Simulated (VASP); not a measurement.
# CuI (F-43m) in VASP: notebook

The runs below take CuI through single point, with HSE06, PBE, r2SCAN.

Program: VASP 6.6.1. These are calculated values, not measurements. Logs are shortened: lines on timing, memory, paths and dates and some standing lists are left out, and cuts for length are marked.

### Step 1. The crystal as given

It takes space group F-43m (No. 216, cubic). The conventional cell has a = 6.063 Å, b = 6.063 Å, c = 6.063 Å, α = 90.00°, β = 90.00°, γ = 90.00°. Cu (site symmetry -43m) has 4 I at 2.63 Å as nearest neighbours. Around I (site symmetry -43m) lie 4 Cu at 2.63 Å.

### Step 2. Single point, HSE06

Input file POSCAR:

```
CuI
1.0
    0.0000000000      3.0315000000      3.0315000000
    3.0315000000      0.0000000000      3.0315000000
    3.0315000000      3.0315000000      0.0000000000
Cu I
1 1
Direct
    0.7500000000      0.7500000000      0.7500000000
    0.0000000000      0.0000000000      0.0000000000
```

Input file INCAR.step1:

```
SYSTEM = CuI
PREC = Accurate
ENCUT = 520
EDIFF = 1E-5
ISMEAR = -1
SIGMA = 0.05
LREAL = .False.
LASPH = .True.
NELM = 80
ALGO = Normal
ISIF = 2
LWAVE = .True.
LCHARG = .False.
GGA = PE
```

Input file INCAR.step2:

```
SYSTEM = CuI
PREC = Accurate
ENCUT = 520
EDIFF = 1E-7
ISMEAR = -1
SIGMA = 0.05
LREAL = .False.
LASPH = .True.
NELM = 80
ALGO = Normal
ISIF = 2
LWAVE = .False.
LCHARG = .False.
GGA = PE
LHFCALC = .True.
HFSCREEN = 0.2
PRECFOCK = Fast
ISTART = 1
```

Input file KPOINTS:

```
regular mesh
0
Gamma
  6 6 6
  0 0 0
```

Potentials or basis: VASP PAW PBE potentials, release 64 (Cu, I).

Started as:

```bash
$ cat potpaw_PBE.64/Cu/POTCAR potpaw_PBE.64/I/POTCAR > POTCAR
$ cp INCAR.step1 INCAR
$ mpirun -np 1 vasp_std > vasp.out
$ cp INCAR.step2 INCAR
$ mpirun -np 1 vasp_std > vasp.out
```

OUTCAR:

```text
SYSTEM = CuI
   PREC = Accurate
   ENCUT = 520
   EDIFF = 1E-7
   ISMEAR = -1
   LREAL = .False.
   LASPH = .True.
   NELM = 80
   ISIF = 2
   GGA = PE
   LHFCALC = .True.
   HFSCREEN = 0.2
   PRECFOCK = Fast
   ISTART = 1

 ion  position               nearest neighbor table
   1  0.750  0.750  0.750-   2 2.63   2 2.63   2 2.63   2 2.63
   2  0.000  0.000  0.000-   1 2.63   1 2.63   1 2.63   1 2.63

  LATTYP: Found a face centered cubic cell.
 ALAT       =     6.0630000000

  Lattice vectors:

 A1 = (   0.0000000000,   3.0315000000,   3.0315000000)
 A2 = (   3.0315000000,   0.0000000000,   3.0315000000)
 A3 = (   3.0315000000,   3.0315000000,   0.0000000000)

Analysis of symmetry for initial positions (statically):
=====================================================================
 Subroutine PRICEL returns:
 Original cell was already a primitive cell.

 Routine SETGRP: Setting up the symmetry group for a
 face centered cubic supercell.

 Subroutine GETGRP returns: Found 24 space group operations
 (whereof 24 operations were pure point group operations)
 out of a pool of 48 trial point group operations.

The static configuration has the point symmetry T_d .

Analysis of symmetry for dynamics (positions and initial velocities):
=====================================================================
 Subroutine PRICEL returns:
 Original cell was already a primitive cell.

 Routine SETGRP: Setting up the symmetry group for a
 face centered cubic supercell.

 Subroutine GETGRP returns: Found 24 space group operations
 (whereof 24 operations were pure point group operations)
 out of a pool of 48 trial point group operations.

The dynamic configuration has the point symmetry T_d .

 Subroutine INISYM returns: Found 24 space group operations
 (whereof 24 operations are pure point group operations),
 and found     1 'primitive' translations

----------------------------------------------------------------------------------------

                                     Primitive cell

  volume of cell :      55.7189

  direct lattice vectors                    reciprocal lattice vectors
     0.000000000  3.031500000  3.031500000    -0.164934851  0.164934851  0.164934851
     3.031500000  0.000000000  3.031500000     0.164934851 -0.164934851  0.164934851
     3.031500000  3.031500000  0.000000000     0.164934851  0.164934851 -0.164934851

  length of vectors
     4.287188414  4.287188414  4.287188414     0.285675541  0.285675541  0.285675541

  position of ions in fractional coordinates (direct lattice)
     0.750000000  0.750000000  0.750000000
     0.000000000  0.000000000  0.000000000

  ion indices of the primitive-cell ions
   primitive index   ion index
                 1           1
                 2           2

----------------------------------------------------------------------------------------

 KPOINTS: regular mesh

Automatic generation of k-mesh.
 Grid dimensions read from file:
 generate k-points for:    6    6    6

 Generating k-lattice:

  Cartesian coordinates                     Fractional coordinates (reciprocal lattice)
    -0.027489142  0.027489142  0.027489142     0.166666667  0.000000000  0.000000000
     0.027489142 -0.027489142  0.027489142     0.000000000  0.166666667  0.000000000
     0.027489142  0.027489142 -0.027489142     0.000000000  0.000000000  0.166666667

  Length of vectors
     0.047612590  0.047612590  0.047612590

  Shift w.r.t. Gamma in fractional coordinates (k-lattice)
     0.000000000  0.000000000  0.000000000

 Subroutine IBZKPT returns following result:
 ===========================================

 Found     16 irreducible k-points:

 Following reciprocal coordinates:
            Coordinates               Weight
  0.000000  0.000000  0.000000      1.000000
  0.166667  0.000000  0.000000      8.000000
  0.333333  0.000000  0.000000      8.000000
  0.500000  0.000000  0.000000      4.000000
  0.166667  0.166667  0.000000      6.000000
  0.333333  0.166667  0.000000     24.000000
[... 8 lines left out ...]
 -0.333333  0.333333  0.166667     24.000000
 -0.333333  0.500000  0.166667     12.000000
   k-points           NKPTS =     16   k-points in BZ     NKDIM =    216   number of bands    NBANDS=     13
   number of dos      NEDOS =    301   number of ions     NIONS =      2
   total plane-waves  NPLWV =  32768
   dimension x,y,z NGX =    32 NGY =   32 NGZ =   32
   dimension x,y,z NGXF=    64 NGYF=   64 NGZF=   64
   ions per type =               1   1
   NGX,Y,Z   is equivalent  to a cutoff of  12.41, 12.41, 12.41 a.u.
   NGXF,Y,Z  is equivalent  to a cutoff of  24.82, 24.82, 24.82 a.u.
 SYSTEM =  CuI
   PREC   = accura    normal or accurate (medium, high low for compatibility)
   ISTART =      1    job   : 0-new  1-cont  2-samecut
   ICHARG =      0    charge: 1-file 2-atom 10-const
   ISPIN  =      1    spin polarized calculation?
   LNONCOLLINEAR =      F non collinear calculations
   LSORBIT =      F    spin-orbit coupling
   LASPH  =      T    aspherical Exc in radial PAW
   ENCUT  =  520.0 eV  38.22 Ry    6.18 a.u.   7.97  7.97  7.97*2*pi/ulx,y,z
   NELM   =     80;   NELMIN=  2; NELMDL=  0     # of ELM steps
   EDIFF  = 0.1E-06   stopping-criterion for ELM
   LREAL  =      F    real-space projection
   EDIFFG = 0.1E-05   stopping-criterion for IOM
   NSW    =      0    number of steps for IOM
   IBRION =     -1    ionic relax: 0-MD 1-quasi-New 2-CG
   NFREE  =      0    steps in history (QN), initial steepest desc. (CG)
   ISIF   =      2    stress and relaxation
   ISYM   =      3    0-nonsym 1-usesym 2-fastsym
   POTIM  = 0.5000    time-step for ionic-motion
   TEBEG  =    0.0;   TEEND  =   0.0 temperature during run
   PSTRESS=    0.0 pullay stress
   NELECT =      18.0000    total number of electrons
   NUPDOWN=      -1.0000    fix difference up-down
   EMIN   =  10.00;   EMAX   =-10.00  energy-range for DOS
   EFERMI =   0.00;   METHOD = LEGACY
   ISMEAR =    -1;   SIGMA  =   0.05  broadening in eV -4-tet -1-fermi 0-gaus
   EFERMI_NEDOS =   21; number of points for ismear=-14 and -15
   IALGO  =     38    algorithm
   IMIX   =      1    mixing-type and parameters
     AMIX     =   0.40;   BMIX     =  1.00
     AMIX_MAG =   1.60;   BMIX_MAG =  1.00
  volume/ion in A,a.u.               =      27.86       188.00
  Fermi-wavevector in a.u.,A,eV,Ry     =   1.123306  2.122741 17.168055  1.261816
  Thomas-Fermi vector in A             =   2.259971
   LORBIT       =      0    0 simple, 1 ext, 2 COOP (PROOUT), +10 PAW based schemes
   GGA     = PE    functional components
   LHFCALC =     T    Hartree Fock is set to
   PRECFOCK=fast      Normal, Fast or Accurate (Low or Medium for compatibility)
   ENCUT4O =  -1.0   cutoff for four orbital integrals eV
   NKREDX  =     1    reduce k-point grid by
   NKREDY  =     1    reduce k-point grid by
   NKREDZ  =     1    reduce k-point grid by
   AEXX    =    0.2500 exact exchange contribution
   HFSCREEN=    0.2000 screening length (either q_TF or 0.3 A-1)
   HFSCREENC=   0.2000 screening length for correlation (either q_TF or 0.3 A-1)
   ENCUTFOCK=  -1.0 apply spherical cutoff to Coloumb kernel
   IVDW    =     0    specifies the selected vdW correction
   LEPSILON=     F    determine dielectric tensor
   LRPA    =     F    only Hartree local field effects (RPA)
 non-spin polarized calculation
  energy-cutoff  :      520.00
  volume of cell :       55.72
 maximum number of plane-waves:      1524
  NGX = 18; NGY = 18; NGZ = 18

 number of electron      18.0000015 magnetization

 Free energy of the ion-electron system (eV)
  ---------------------------------------------------
  ext. energy  EPLUGINS =         0.00000000
  ---------------------------------------------------
  free energy    TOTEN  =        -6.47708831 eV

  energy without entropy =       -6.47708831  energy(sigma->0) =       -6.47708831

 E-fermi :   4.4898     XC(G=0):  -7.4028

 val. band max:        3.4647194003   @ k =   0.0000   0.0000   0.0000
 cond. band min:       6.0633033588   @ k =   0.0000   0.0000   0.0000
 fundamental gap:      2.5985839585
 Fermi energy:         4.4898464626

 k-point     1 :       0.0000    0.0000    0.0000
  band No.  band energies     occupation
      1     -11.2851      2.00000
      2      -0.5239      2.00000
      3      -0.5239      2.00000
      4      -0.5239      2.00000
      5       0.9802      2.00000
      6       0.9802      2.00000
      7       3.4647      2.00000
      8       3.4647      2.00000
      9       3.4647      2.00000
     10       6.0633      0.00000
     11       9.7853      0.00000
     12       9.7853      0.00000
     13       9.7853      0.00000

 k-point     2 :       0.1667    0.0000    0.0000
  band No.  band energies     occupation
      1     -11.1462      2.00000
      2      -0.8540      2.00000
      3      -0.4939      2.00000
      4      -0.4939      2.00000
      5       0.9718      2.00000
      6       0.9718      2.00000
      7       2.4171      2.00000
      8       3.2399      2.00000
      9       3.2399      2.00000
     10       6.9894      0.00000
     11       9.7653      0.00000
     12      10.1541      0.00000
     13      10.1541      0.00000

 k-point     3 :       0.3333    0.0000    0.0000
  band No.  band energies     occupation
      1     -10.8412      2.00000
      2      -1.6354      2.00000
      3      -0.4400      2.00000
      4      -0.4400      2.00000
      5       0.9808      2.00000
      6       0.9808      2.00000
      7       1.3782      2.00000
      8       2.8289      2.00000
      9       2.8289      2.00000
     10       7.1828      0.00000
     11      10.3890      0.00000
     12      10.3890      0.00000
     13      11.3690      0.00000
[... 177 lines left out ...]
 k-point    15 :      -0.3333    0.3333    0.1667
  band No.  band energies     occupation
      1     -10.5154      2.00000
      2      -1.6253      2.00000
      3      -1.0159      2.00000
      4      -0.3618      2.00000
      5       0.8868      2.00000
      6       0.9956      2.00000
      7       1.1594      2.00000
      8       1.5241      2.00000
      9       1.9932      2.00000
     10       8.9665      0.00000
     11       9.4417      0.00000
     12      10.9539      0.00000
     13      12.4379      0.00000

 k-point    16 :      -0.3333    0.5000    0.1667
  band No.  band energies     occupation
      1     -10.4613      2.00000
      2      -1.7691      2.00000
      3      -0.8346      2.00000
      4      -0.3393      2.00000
      5       0.9400      2.00000
      6       1.0357      2.00000
      7       1.0935      2.00000
      8       1.3140      2.00000
      9       1.7369      2.00000
     10       8.5748      0.00000
     11       8.8887      0.00000
     12      12.1076      0.00000
     13      12.1201      0.00000

------------------------ aborting loop because EDIFF is reached ----------------------------------------

  FORCE on cell =-STRESS in cart. coord.  units (eV):
  Direction    XX          YY          ZZ          XY          YZ          ZX
  --------------------------------------------------------------------------------------
  -------------------------------------------------------------------------------------
  Total        0.1696916      0.1696916      0.1696916      0.0000000     -0.0000000     -0.0000000
  in kB        4.8794211      4.8794211      4.8794211      0.0000000     -0.0000000     -0.0000000
  external PRESSURE =       4.8794211 kB  Pullay stress =       0.0000000 kB

 VOLUME and BASIS-vectors are now :
 -----------------------------------------------------------------------------
  energy-cutoff  :      520.00
  volume of cell :       55.72
      direct lattice vectors                 reciprocal lattice vectors
     0.000000000  3.031500000  3.031500000    -0.164934851  0.164934851  0.164934851
     3.031500000  0.000000000  3.031500000     0.164934851 -0.164934851  0.164934851
     3.031500000  3.031500000  0.000000000     0.164934851  0.164934851 -0.164934851

 POSITION                                       TOTAL-FORCE (eV/Angst)
 -----------------------------------------------------------------------------------
      4.54725      4.54725      4.54725        -0.000000      0.000000     -0.000000
      0.00000      0.00000      0.00000         0.000000     -0.000000      0.000000
 -----------------------------------------------------------------------------------
    total drift:                                0.000004      0.000004      0.000004

  FREE ENERGIE OF THE ION-ELECTRON SYSTEM (eV)
  ---------------------------------------------------
  free  energy   TOTEN  =        -6.4770883080 eV

  energy  without entropy=       -6.4770883080  energy(sigma->0) =       -6.47708831
```

Run time: 34 min. Hardware: 1 thread of Intel Xeon Platinum 8259CL at 2.50GHz (Skylake/Cascade Lake), shared host; peak memory 0.3 GiB.

Results:

| Item | Value |
| --- | --- |
| Free energy | -6.4771 eV |
| Pressure | 0.5 GPa |
| Band gap on the k mesh | 2.60 eV, direct |

Caveat: the PAW data sets were made with another functional, which shifts forces and pressure a little; spin-orbit coupling is left out, which moves the levels of the heavy elements.

### Step 3. Single point, PBE

Input file INCAR:

```
PREC = Accurate ; ENCUT = 520
EDIFF = 1E-6 ; ISMEAR = -1
SIGMA = 0.05 ; LREAL = F
LASPH = T ; NELM = 60
ALGO = Normal ; ISIF = 2
LWAVE = F ; LCHARG = F
GGA = PE ; NBANDS = 16
```

Input file KPOINTS:

```
Automatic mesh
0
Gamma
  8 8 8
```

POSCAR is that of step 2.

Potentials or basis: VASP PAW PBE potentials, release 64 (Cu, I).

Started as:

```bash
$ cat potpaw_PBE.64/Cu/POTCAR potpaw_PBE.64/I/POTCAR > POTCAR
$ mpirun -np 1 vasp_std > vasp.out
```

Wall time 10 s (1 thread of Intel Xeon 6975P-C (Granite Rapids), shared host); peak memory 0.18 GiB.

Results (log left out):

```yaml
Free_energy: -5.5620 eV
Pressure: 0.7 GPa
Band_gap_on_the_k_mesh: 1.14 eV, direct
```

Levels at points of the mesh, in eV from the valence-band top:
| k point | band 5 | band 6 | band 7 | band 8 | band 9 | band 10 | band 11 | band 12 | band 13 | band 14 |
| --- | --- | --- | --- | --- | --- | --- | --- | --- | --- | --- |
| (0.00, 0.00, 0.00) | -1.85 | -1.85 | 0.00 | 0.00 | 0.00 | 1.14 | 4.87 | 4.87 | 4.87 | 8.18 |
| (0.50, 0.00, 0.00) | -1.82 | -1.82 | -1.78 | -0.71 | -0.71 | 2.16 | 5.41 | 5.41 | 7.41 | 9.12 |
| (0.50, 0.50, 0.00) | -1.88 | -1.79 | -1.77 | -1.50 | -1.50 | 2.72 | 2.91 | 9.19 | 9.76 | 9.76 |

Caveat: spin-orbit coupling is left out, which moves the levels of the heavy elements. As with any semilocal functional, this PBE gap is likely too small.

### Step 4. Single point, r2SCAN

INCAR, as its differences from that of step 3:

```diff
@@ -6,2 +6,3 @@
 LWAVE = F ; LCHARG = F
-GGA = PE ; NBANDS = 16
+METAGGA = R2SCAN ; LMIXTAU = T
+NBANDS = 16
```

KPOINTS is that of step 3.

POSCAR is that of step 3.

Started as:

```bash
$ cat potpaw_PBE.64/Cu/POTCAR potpaw_PBE.64/I/POTCAR > POTCAR
$ mpirun -np 1 vasp_std > vasp.out
```

Run time: 46 s. Hardware: 1 thread of Intel Xeon 6975P-C (Granite Rapids), shared host; peak memory 0.19 GiB.

The run converged. Its results:

- Free energy: -35.7927 eV
- Pressure: -0.8 GPa
- Band gap on the k mesh: 1.62 eV, direct

Levels at points of the mesh, in eV from the valence-band top:
| k point | band 7 | band 8 | band 9 | band 10 | band 11 | band 12 |
| --- | --- | --- | --- | --- | --- | --- |
| (0.00, 0.00, 0.00) | 0.00 | 0.00 | 0.00 | 1.62 | 5.24 | 5.24 |
| (0.50, 0.00, 0.00) | -1.77 | -0.71 | -0.71 | 2.55 | 5.75 | 5.75 |
| (0.50, 0.50, 0.00) | -1.74 | -1.50 | -1.50 | 2.94 | 3.18 | 9.79 |

Caveat: the PAW data sets were made with another functional, which shifts forces and pressure a little; spin-orbit coupling is left out, which moves the levels of the heavy elements. r2SCAN opens gaps a little over a GGA but as a rule still falls short of measured ones.

### Step 5. Overview

| level | k mesh | grid for exact exchange (PRECFOCK) | screening parameter | gap on the mesh (eV) | pressure (GPa) |
| --- | --- | --- | --- | --- | --- |
| HSE06 | 6 × 6 × 6 | Fast | 0.2 1/A | 2.60 | 0.5 |
| PBE | 8 × 8 × 8 | - | - | 1.14 | 0.7 |
| r2SCAN | 8 × 8 × 8 | - | - | 1.62 | -0.8 |

Alike in all rows: task single point; potentials or basis VASP PAW PBE potentials, release 64 (Cu, I); no spin polarisation; cell as given; cutoff (eV) 520; smearing fermi-dirac 0.05 eV.

On the cell as given the gap runs from 1.14 eV (PBE) to 2.60 eV (HSE06); the meshes differ, which moves gaps too. The pressure there spans -0.8 GPa (r2SCAN) to 0.7 GPa (PBE); a positive pressure means that this level wants a larger cell, a negative one a smaller.

Caveats: spin-orbit coupling is left out, which moves the levels of the heavy elements; the PAW data sets were made with another functional, which shifts forces and pressure a little (some runs).

Total energies depend on the potentials used, so only differences within one code and one set of settings carry meaning.
